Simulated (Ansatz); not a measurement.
The system is Fe.

```
Fe
1.0
    -1.44300    1.44300    1.44300
     1.44300   -1.44300    1.44300
     1.44300    1.44300   -1.44300
Fe
1
Direct
  0.00000 0.00000 0.00000
```

A run of Ansatz 0.2.0 on this cell left the log below. Logs are shortened: lines on timing, memory, paths and dates and some standing lists are left out, and cuts for length are marked.

```text
Warning: RAYON_NUM_THREADS=2 ignored (pool sized by the plan → 2); use --threads N
LAPW: plane waves up to 8.912 Å⁻¹, error target 1.0e-3 eV per atom; small_component_spin mean_spin; Fe in spheres of 1.250 Å, 16 of its electrons in bands, Dirac shells [] (how accurate: hamiltonian.pseudopotentials.lapw.basis_error, Limitations)
Engine: ansatz 0.2.0, aarch64-unknown-linux-gnu
Pseudopotentials: kind: all_electron
Pseudopotential: Fe, LAPW, valence charge 16, lapw/all_electron/scalar/gaussian/Fe, Koelling and Harmon's equation, gaussian nucleus
Functional definition: PBEsol
  exchange = pbesol_x
  correlation = pbesol_c
Crystal: 1 atoms, lattice volume = 12.019 Å³
Basis set: ecut = 302.62639679349064 eV, 141 PW (Γ), exchange–correlation at level 2
Bands: 14, of which v1, the nominal top of the filled ones, is band 8 counted from 1 (7 counted from 0)
Symmetry: 48 space group operations
Space group: Im-3m (ITA 229), of the structure as read, at distance tolerance 2.3e-5 Å
Magnetic group: BNS 229.140 (UNI 1642), of the structure as read, at distance tolerance 2.3e-5 Å
k-points: 84 of 2197
Non-local potential: Fe, projectors of the file, none
Initial density: superposition of atomic densities (chi_scale 0.1, normalization cell)
Starting moments: Σ|m| = 3 μB on 1 of 1 site
Initial wavefunctions: plane waves of lowest kinetic energy (no species holds an atomic orbital)
Functional: x = pbesol(κ = 0.804, μ = 0.12345679012345678), c = pbesol(β = 0.046)
iter 1 solved again at ethr=3.23e-5 eV; its pass at ethr=1.00e-1 eV (dr2=5.17e-3 eV) is discarded
SCF iter   1: F=—  HF=-34602.318955 eV  |F-HF|=—  |Δ(HF+E_count)|=         —  Δρ=2.55e-2 (↑2.55e-2 ↓2.42e-2)  dr2=5.26e-3  dr2_m=6.51e-2  M=2.430 μB ∫|m|=2.457 μB  β_m=0.30  ethr=3.23e-5  ⟨swp⟩=3.4  Hψ=18106  notcnv=0
Mixer restart at iter 1: flushing history
preconditioner: auto → none  [metal: Δε(μ)=0.015 eV  Ē_g=14.494 eV  σ=0.050 eV  W_gap=0.07  n_scr=0 (ndim 8)  ℏωp=30.3 eV  f_vac=0.000  D(μ)=1.20/eV (n_scr^D=12)]
SCF iter   2: F=—  HF=-34602.347005 eV  |F-HF|=—  |Δ(HF+E_count)|=   2.81e-2  Δρ=1.69e-2 (↑1.69e-2 ↓1.68e-2)  dr2=1.12e-3  dr2_m=3.06e-2  M=2.435 μB ∫|m|=2.475 μB  β_m=0.48  ethr=3.23e-5  ⟨swp⟩=2.1  Hψ=6539  notcnv=0
SCF iter   3: F=—  HF=-34602.396340 eV  |F-HF|=—  |Δ(HF+E_count)|=   4.93e-2  Δρ=1.16e-2 (↑1.16e-2 ↓1.06e-2)  dr2=1.39e-3  dr2_m=1.28e-2  M=2.298 μB ∫|m|=2.380 μB  β_m=0.49  ethr=6.99e-6  ⟨swp⟩=3.0  Hψ=7402  notcnv=0
iter 4 solved again at ethr=1.93e-7 eV; its pass at ethr=6.99e-6 eV (dr2=3.09e-5 eV) is discarded
SCF iter   4: F=—  HF=-34602.401415 eV  |F-HF|=—  |Δ(HF+E_count)|=   5.08e-3  Δρ=1.00e-3 (↑9.15e-4 ↓1.00e-3)  dr2=3.09e-5  dr2_m=8.13e-5  M=2.250 μB ∫|m|=2.371 μB  β_m=0.71  ethr=1.93e-7  ⟨swp⟩=2.0  Hψ=11745  notcnv=0
SCF iter   5: F=—  HF=-34602.402911 eV  |F-HF|=—  |Δ(HF+E_count)|=         —  Δρ=2.02e-4 (↑2.02e-4 ↓1.22e-4)  dr2=8.89e-7  dr2_m=2.68e-6  M=2.257 μB ∫|m|=2.373 μB  β_m=0.86  ethr=1.93e-7  ⟨swp⟩=3.0  Hψ=6456  notcnv=0
the basis was enlarged: its passes take 1.1 MiB over the memory plan, 2 of 2 planned eigensolver slots
SCF iter   6: F=—  HF=-34602.402923 eV  |F-HF|=—  |Δ(HF+E_count)|=   1.18e-5  Δρ=1.89e-4 (↑1.86e-4 ↓1.89e-4)  dr2=4.18e-8  dr2_m=3.86e-6  M=2.255 μB ∫|m|=2.371 μB  β_m=0.87  ethr=5.56e-9  ⟨swp⟩=3.0  Hψ=6528  notcnv=0
SCF iter   7: F=—  HF=-34602.402920 eV  |F-HF|=—  |Δ(HF+E_count)|=   3.32e-6  Δρ=3.83e-5 (↑3.83e-5 ↓3.30e-5)  dr2=3.65e-9  dr2_m=1.38e-7  M=2.253 μB ∫|m|=2.369 μB  β_m=0.94  ethr=2.61e-10  ⟨swp⟩=3.0  Hψ=6812  notcnv=0
SCF iter   8: F=—  HF=-34602.402922 eV  |F-HF|=—  |Δ(HF+E_count)|=   2.02e-6  Δρ=2.87e-5 (↑2.87e-5 ↓2.56e-5)  dr2=8.42e-9  dr2_m=7.82e-8  M=2.254 μB ∫|m|=2.369 μB  β_m=0.82  ethr=2.28e-11  ⟨swp⟩=3.9  Hψ=7322  notcnv=0
SCF iter   9: F=—  HF=-34602.402922 eV  |F-HF|=—  |Δ(HF+E_count)|=   4.17e-8  Δρ=2.91e-6 (↑2.91e-6 ↓1.73e-6)  dr2=1.91e-10  dr2_m=5.55e-10  M=2.253 μB ∫|m|=2.369 μB  β_m=0.91  ethr=2.28e-11  ⟨swp⟩=3.0  Hψ=6590  notcnv=0
SCF iter  10: F=-34602.402922 eV  HF=-34602.402922 eV  |F-HF|=3.64e-11  |Δ(HF+E_count)|=   6.80e-9  Δρ=3.51e-7 (↑2.98e-7 ↓3.51e-7)  dr2=4.74e-12  dr2_m=9.81e-12  M=2.253 μB ∫|m|=2.369 μB  ethr=1.20e-12  ⟨swp⟩=3.0  Hψ=6392  notcnv=0
SCF 1 converged in 10 iterations: F = -34602.402922 eV  dr2 = 4.74e-12
NSCF: frozen V_eff on 51 k-points
SCF converged after 10 iterations
Magnetization: 2.2535 μB (9.1267 up, 6.8733 down)
Absolute magnetization: 2.3693 μB (∫|ρ↑−ρ↓|)
Spin contamination: 0.0382 ħ² per cell (⟨S²⟩ above its minimum at these occupations)
Per-site moments (μB) at R_I (Å): [(2.307874138704342, 1.2496746390393352)]
Free energy (F): -34602.402922 eV
Harris-Foulkes:  -34602.402922 eV  (|F-HF|=3.64e-11)
Internal energy: -34602.392801 eV  (E = F + TS)
E sigma→0 (E₀):  -34602.397861 eV
Entropy (-TS):   -0.010120 eV (-10.120 meV/atom)
Fermi energy:    17.220617 eV
--- Per-component energies (eV) ---
  E_band       = -229.163938
  E_kinetic    = 35070.910885
  E_xc         = -1489.629275
  E_electrostatic = -68183.674411  (all electrons and nuclei)
  E_smearing   = -0.010120  (= −TS)
  E_closure    = 0.000000  (closes the sum)
  E_atoms      = -34592.699444  (free atoms, spherical and without spin; not in F)
  Σ components = -34602.402922   (vs F -34602.402922, Δ=0.00e0)
  Basis errors (estimates in eV, not in F): energy 2.6e-4 per atom: plane waves 2.3e-4 (1.2e-4 summed), levels above the bands 2.8e-174, relativity 3.9e-8, radial functions 2.9e-5, core shells 3.7e-9; eigenvalues (radial functions only) 3.4e-5; not estimated: angular momenta, meshes, grids; target (lapw.basis_error) 1.0e-3; muffin-tin radii Fe 1.250 Å
--- Forces (eV/Å), atoms counted from 1 ---
  atom   1  Fe     0.00000000    -0.00000000    -0.00000000
  max |Σ_I F_I| component: 2.30e-31 eV/Å
--- Stress (GPa, compression-positive) ---
      -18.104929       0.000000       0.000000
        0.000000     -18.104929      -0.000000
        0.000000      -0.000000     -18.104929
  P = ⅓ Tr σ = -18.1049 GPa (-181.049 kbar)
--- Band table (eV; the first three rows and the last of 168) ---
  k-point 0 ↑: bands = ["-70.4922", "-36.4601", "-36.4601", "-36.4601", "8.9817", "15.0280", "15.0280", "15.0280", "16.1801", "16.1801", "41.0237", "41.0237", "41.0237", "46.1905"]
  k-point 1 ↑: bands = ["-70.4886", "-36.4802", "-36.4669", "-36.4601", "9.2161", "14.9662", "15.0221", "15.1501", "16.1205", "16.1849", "39.6196", "40.6960", "40.8771", "45.2464"]
  k-point 2 ↑: bands = ["-70.4786", "-36.5355", "-36.4855", "-36.4600", "9.8919", "14.7978", "14.9733", "15.4990", "16.0172", "16.2015", "36.6085", "39.5095", "40.5537", "42.9567"]
  k-point 83 ↓: bands = ["-67.6888", "-34.0976", "-34.0939", "-34.0939", "14.5515", "14.5721", "19.4360", "19.4360", "19.5281", "26.2315", "27.1755", "27.1755", "33.4019", "33.8554"]
```

Task: What input gives this log?

Result: Band structure with PBEsol, collinear spin, ferromagnetic start. The files as run (others can give the same):

input.yaml
```yaml
crystal:
  lattice:
    - [-1.443, 1.443, 1.443]
    - [1.443, -1.443, 1.443]
    - [1.443, 1.443, -1.443]
  atoms:
    - { symbol: Fe, position: [0.0, 0.0, 0.0], spin: 3.0 }
kpoints:
  mp_grid: { grid: [13, 13, 13] }
  band_path:
    path:
      - [0.0, 0.0, 0.0]
      - [0.5, -0.5, 0.5]
      - [0.0, 0.0, 0.5]
      - [0.0, 0.0, 0.0]
      - [0.25, 0.25, 0.25]
      - [0.5, -0.5, 0.5]
    npoints: 10
scf:
  occupations: { method: fermi_dirac, width: 0.05 }
hamiltonian:
  xc: pbesol
  pseudopotentials: { kind: all_electron, lapw: { basis_error: 0.001 } }
magnetization:
  spin_polarized: true
output:
  forces: true
  stress: true
  eigenvalues: true
```

Potentials or basis: all-electron LAPW, scalar-relativistic.
Launch:
```console
$ ansatz run input.yaml --threads 2 --pin off --max-ram 6144MiB --backend cpu --events-out ev --progress --plain --runs-dir out
```
